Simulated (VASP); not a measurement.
# CdSe (Fm-3m) in VASP: a series of runs

The runs below take CdSe through single point, with PBE.

Program: VASP 6.6.1. These are calculated values, not measurements. Logs are shortened: lines on timing, memory, paths and dates and some standing lists are left out, and cuts for length are marked.

### Step 1. The structure

It takes space group Fm-3m (No. 225, cubic). Conventional cell: a = 5.748 Å, b = 5.748 Å, c = 5.748 Å, α = 90.00°, β = 90.00°, γ = 90.00°. Cd (site symmetry m-3m) is surrounded by 6 Se at 2.87 Å. Se (site symmetry m-3m) has 6 Cd at 2.87 Å as nearest neighbours.

Measurements of this composition are mostly on another form, of space group No. 186.

### Step 2. Single point, PBE

Contents of INCAR:

```
PREC = Accurate ; ENCUT = 400
EDIFF = 1E-7 ; ISMEAR = 0
SIGMA = 0.02 ; LREAL = False
LASPH = True ; NELM = 80
ALGO = Fast ; ISIF = 2
LWAVE = False ; LCHARG = False
GGA = PE ; NBANDS = 16
```

Contents of KPOINTS:

```
regular mesh
0
Gamma
  4 4 4
```

Contents of POSCAR:

```
CdSe
1.0
    0.0000000000      2.8739580000      2.8739580000
    2.8739580000      0.0000000000      2.8739580000
    2.8739580000      2.8739580000      0.0000000000
Cd Se
1 1
Direct
    0.0000000000      0.0000000000      0.0000000000
    0.5000000000      0.5000000000      0.5000000000
```

Potentials or basis: VASP PAW PBE potentials, release 64 (Cd_GW, Se_GW).

Command:

```
$ cat potpaw_PBE.64/Cd_GW/POTCAR potpaw_PBE.64/Se_GW/POTCAR > POTCAR
$ mpirun -np 1 vasp_std > vasp.out
```

OUTCAR:

```text
PREC = Accurate
   ENCUT = 400
   EDIFF = 1E-7
   ISMEAR = 0
   LREAL = False
   LASPH = True
   NELM = 80
   ISIF = 2
   GGA = PE

 ion  position               nearest neighbor table
   1  0.000  0.000  0.000-   2 2.87   2 2.87   2 2.87   2 2.87   2 2.87   2 2.87
   2  0.500  0.500  0.500-   1 2.87   1 2.87   1 2.87   1 2.87   1 2.87   1 2.87

  LATTYP: Found a face centered cubic cell.
 ALAT       =     5.7479160000

  Lattice vectors:

 A1 = (   0.0000000000,   2.8739580000,   2.8739580000)
 A2 = (   2.8739580000,   0.0000000000,   2.8739580000)
 A3 = (   2.8739580000,   2.8739580000,   0.0000000000)

Analysis of symmetry for initial positions (statically):
=====================================================================
 Subroutine PRICEL returns:
 Original cell was already a primitive cell.

 Routine SETGRP: Setting up the symmetry group for a
 face centered cubic supercell.

 Subroutine GETGRP returns: Found 48 space group operations
 (whereof 48 operations were pure point group operations)
 out of a pool of 48 trial point group operations.

The static configuration has the point symmetry O_h .

Analysis of symmetry for dynamics (positions and initial velocities):
=====================================================================
 Subroutine PRICEL returns:
 Original cell was already a primitive cell.

 Routine SETGRP: Setting up the symmetry group for a
 face centered cubic supercell.

 Subroutine GETGRP returns: Found 48 space group operations
 (whereof 48 operations were pure point group operations)
 out of a pool of 48 trial point group operations.

The dynamic configuration has the point symmetry O_h .

 Subroutine INISYM returns: Found 48 space group operations
 (whereof 48 operations are pure point group operations),
 and found     1 'primitive' translations

----------------------------------------------------------------------------------------

                                     Primitive cell

  volume of cell :      47.4757

  direct lattice vectors                    reciprocal lattice vectors
     0.000000000  2.873958000  2.873958000    -0.173976098  0.173976098  0.173976098
     2.873958000  0.000000000  2.873958000     0.173976098 -0.173976098  0.173976098
     2.873958000  2.873958000  0.000000000     0.173976098  0.173976098 -0.173976098

  length of vectors
     4.064390381  4.064390381  4.064390381     0.301335442  0.301335442  0.301335442

  position of ions in fractional coordinates (direct lattice)
     0.000000000  0.000000000  0.000000000
     0.500000000  0.500000000  0.500000000

  ion indices of the primitive-cell ions
   primitive index   ion index
                 1           1
                 2           2

----------------------------------------------------------------------------------------

 KPOINTS: regular mesh

Automatic generation of k-mesh.
 Grid dimensions read from file:
 generate k-points for:    4    4    4

 Generating k-lattice:

  Cartesian coordinates                     Fractional coordinates (reciprocal lattice)
    -0.043494025  0.043494025  0.043494025     0.250000000  0.000000000  0.000000000
     0.043494025 -0.043494025  0.043494025     0.000000000  0.250000000  0.000000000
     0.043494025  0.043494025 -0.043494025     0.000000000  0.000000000  0.250000000

  Length of vectors
     0.075333860  0.075333860  0.075333860

  Shift w.r.t. Gamma in fractional coordinates (k-lattice)
     0.000000000  0.000000000  0.000000000

 Subroutine IBZKPT returns following result:
 ===========================================

 Found      8 irreducible k-points:

 Following reciprocal coordinates:
            Coordinates               Weight
  0.000000  0.000000  0.000000      1.000000
  0.250000  0.000000  0.000000      8.000000
  0.500000  0.000000  0.000000      4.000000
  0.250000  0.250000  0.000000      6.000000
  0.500000  0.250000  0.000000     24.000000
 -0.250000  0.250000  0.000000     12.000000
  0.500000  0.500000  0.000000      3.000000
 -0.250000  0.500000  0.250000      6.000000
   k-points           NKPTS =      8   k-points in BZ     NKDIM =      8   number of bands    NBANDS=     16
   number of dos      NEDOS =    301   number of ions     NIONS =      2
   total plane-waves  NPLWV =  21952
   dimension x,y,z NGX =    28 NGY =   28 NGZ =   28
   dimension x,y,z NGXF=    56 NGYF=   56 NGZF=   56
   ions per type =               1   1
   NGX,Y,Z   is equivalent  to a cutoff of  11.45, 11.45, 11.45 a.u.
   NGXF,Y,Z  is equivalent  to a cutoff of  22.91, 22.91, 22.91 a.u.
 SYSTEM =  unknown system
   PREC   = accura    normal or accurate (medium, high low for compatibility)
   ISTART =      0    job   : 0-new  1-cont  2-samecut
   ICHARG =      2    charge: 1-file 2-atom 10-const
   ISPIN  =      1    spin polarized calculation?
   LNONCOLLINEAR =      F non collinear calculations
   LSORBIT =      F    spin-orbit coupling
   LASPH  =      T    aspherical Exc in radial PAW
   ENCUT  =  400.0 eV  29.40 Ry    5.42 a.u.   6.63  6.63  6.63*2*pi/ulx,y,z
   NELM   =     80;   NELMIN=  2; NELMDL= -5     # of ELM steps
   EDIFF  = 0.1E-06   stopping-criterion for ELM
   LREAL  =      F    real-space projection
   EDIFFG = 0.1E-05   stopping-criterion for IOM
   NSW    =      0    number of steps for IOM
   IBRION =     -1    ionic relax: 0-MD 1-quasi-New 2-CG
   NFREE  =      0    steps in history (QN), initial steepest desc. (CG)
   ISIF   =      2    stress and relaxation
   ISYM   =      2    0-nonsym 1-usesym 2-fastsym
   POTIM  = 0.5000    time-step for ionic-motion
   TEBEG  =    0.0;   TEEND  =   0.0 temperature during run
   PSTRESS=    0.0 pullay stress
   NELECT =      18.0000    total number of electrons
   NUPDOWN=      -1.0000    fix difference up-down
   EMIN   =  10.00;   EMAX   =-10.00  energy-range for DOS
   EFERMI =   0.00;   METHOD = LEGACY
   ISMEAR =     0;   SIGMA  =   0.02  broadening in eV -4-tet -1-fermi 0-gaus
   EFERMI_NEDOS =   21; number of points for ismear=-14 and -15
   IALGO  =     68    algorithm
   IMIX   =      4    mixing-type and parameters
     AMIX     =   0.40;   BMIX     =  1.00
     AMIX_MAG =   1.60;   BMIX_MAG =  1.00
  volume/ion in A,a.u.               =      23.74       160.19
  Fermi-wavevector in a.u.,A,eV,Ry     =   1.184882  2.239103 19.101849  1.403946
  Thomas-Fermi vector in A             =   2.321088
   LORBIT       =      0    0 simple, 1 ext, 2 COOP (PROOUT), +10 PAW based schemes
   GGA     = PE    functional components
   LHFCALC =     F    Hartree Fock is set to
   AEXX    =    0.0000 exact exchange contribution
   IVDW    =     0    specifies the selected vdW correction
   LEPSILON=     F    determine dielectric tensor
   LRPA    =     F    only Hartree local field effects (RPA)
 non-spin polarized calculation
 RMM-DIIS sequential band-by-band and
 Gauss-broadening in eV      SIGMA  =   0.02
  energy-cutoff  :      400.00
  volume of cell :       47.48
 maximum number of plane-waves:       878
 NGX is ok and might be reduce to    28
   NGX = 13   NGY = 13   NGZ = 13

 number of electron      18.0000008 magnetization

 Free energy of the ion-electron system (eV)
  ---------------------------------------------------
  ext. energy  EPLUGINS =         0.00000000
  ---------------------------------------------------
  free energy    TOTEN  =        -5.15473160 eV

  energy without entropy =       -5.15339095  energy(sigma->0) =       -5.15406128

 E-fermi :   3.6075     XC(G=0): -10.0043

 val. band max:        3.6029724433   @ k =   0.5000   0.0000   0.0000
 cond. band min:       3.7356307102   @ k =   0.0000   0.0000   0.0000
 fundamental gap:      0.1326582669
 Fermi energy:         3.6074786463

 k-point     1 :       0.0000    0.0000    0.0000
  band No.  band energies     occupation
      1      -9.2349      2.00000
      2      -4.2426      2.00000
      3      -4.2426      2.00000
      4      -4.2267      2.00000
      5      -4.2267      2.00000
      6      -4.2267      2.00000
[... 8 lines left out ...]
     15      13.4095      0.00000
     16      13.7558      0.00000

 k-point     2 :       0.2500    0.0000    0.0000
  band No.  band energies     occupation
      1      -8.8339      2.00000
      2      -4.3526      2.00000
      3      -4.3526      2.00000
      4      -4.2683      2.00000
      5      -4.1603      2.00000
      6      -4.1603      2.00000
[... 8 lines left out ...]
     15      13.8428      0.00000
     16      13.8428      0.00000

 k-point     3 :       0.5000    0.0000    0.0000
  band No.  band energies     occupation
      1      -8.3346      2.00000
      2      -4.4595      2.00000
      3      -4.4595      2.00000
      4      -4.3709      2.00000
      5      -4.0902      2.00000
      6      -4.0902      2.00000
[... 8 lines left out ...]
     15      16.3710      0.00000
     16      16.3735      0.00000

 k-point     4 :       0.2500    0.2500    0.0000
  band No.  band energies     occupation
      1      -8.7771      2.00000
      2      -4.3239      2.00000
      3      -4.2786      2.00000
      4      -4.2046      2.00000
      5      -4.1485      2.00000
      6      -4.1485      2.00000
[... 8 lines left out ...]
     15      16.1626      0.00000
     16      16.9012      0.00000

 k-point     5 :       0.5000    0.2500    0.0000
  band No.  band energies     occupation
      1      -8.4045      2.00000
      2      -4.3169      2.00000
      3      -4.2938      2.00000
      4      -4.1911      2.00000
      5      -4.0714      2.00000
      6      -4.0013      2.00000
[... 8 lines left out ...]
     15      16.9352      0.00000
     16      17.4785      0.00000

 k-point     6 :      -0.2500    0.2500    0.0000
  band No.  band energies     occupation
      1      -8.4602      2.00000
      2      -4.4187      2.00000
      3      -4.3468      2.00000
      4      -4.2351      2.00000
      5      -4.1268      2.00000
      6      -4.0438      2.00000
[... 8 lines left out ...]
     15      16.2085      0.00000
     16      16.4509      0.00000

 k-point     7 :       0.5000    0.5000    0.0000
  band No.  band energies     occupation
      1      -8.4632      2.00000
      2      -4.3303      2.00000
      3      -4.1666      2.00000
      4      -4.0401      2.00000
      5      -4.0401      2.00000
      6      -3.5661      2.00000
[... 8 lines left out ...]
     15      17.9777      0.00000
     16      18.5155      0.00000

 k-point     8 :      -0.2500    0.5000    0.2500
  band No.  band energies     occupation
      1      -8.3537      2.00000
      2      -4.3407      2.00000
      3      -4.2169      2.00000
      4      -4.2169      2.00000
      5      -4.0403      2.00000
      6      -3.7037      2.00000
[... 8 lines left out ...]
     15      15.5649      0.00000
     16      18.5042      0.00000

------------------------ aborting loop because EDIFF is reached ----------------------------------------

  FORCE on cell =-STRESS in cart. coord.  units (eV):
  Direction    XX          YY          ZZ          XY          YZ          ZX
  --------------------------------------------------------------------------------------
  -------------------------------------------------------------------------------------
  Total       -0.0645368     -0.0645368     -0.0645368     -0.0000000     -0.0000000     -0.0000000
  in kB       -2.1779452     -2.1779452     -2.1779452     -0.0000000     -0.0000000     -0.0000000
  external PRESSURE =      -2.1779452 kB  Pullay stress =       0.0000000 kB

 VOLUME and BASIS-vectors are now :
 -----------------------------------------------------------------------------
  energy-cutoff  :      400.00
  volume of cell :       47.48
      direct lattice vectors                 reciprocal lattice vectors
     0.000000000  2.873958000  2.873958000    -0.173976098  0.173976098  0.173976098
     2.873958000  0.000000000  2.873958000     0.173976098 -0.173976098  0.173976098
     2.873958000  2.873958000  0.000000000     0.173976098  0.173976098 -0.173976098

 POSITION                                       TOTAL-FORCE (eV/Angst)
 -----------------------------------------------------------------------------------
      0.00000      0.00000      0.00000        -0.000000      0.000000     -0.000000
      2.87396      2.87396      2.87396         0.000000      0.000000      0.000000
 -----------------------------------------------------------------------------------
    total drift:                               -0.000000      0.000000      0.000000

  FREE ENERGIE OF THE ION-ELECTRON SYSTEM (eV)
  ---------------------------------------------------
  free  energy   TOTEN  =        -5.1547316049 eV

  energy  without entropy=       -5.1533909473  energy(sigma->0) =       -5.15406128
```

Wall time 15 s (1 thread of Intel Xeon Platinum 8488C (Sapphire Rapids), shared host); peak memory 0.15 GiB.

What came out:

```
Free energy            : -5.1547 eV
Pressure               : -0.2 GPa
Band gap on the k mesh : none (metal or under the smearing width)
```

Caveat: the k mesh is coarse (spacing up to 0.47 Å⁻¹), so the values aren't converged.

[end of part 1 of 3]
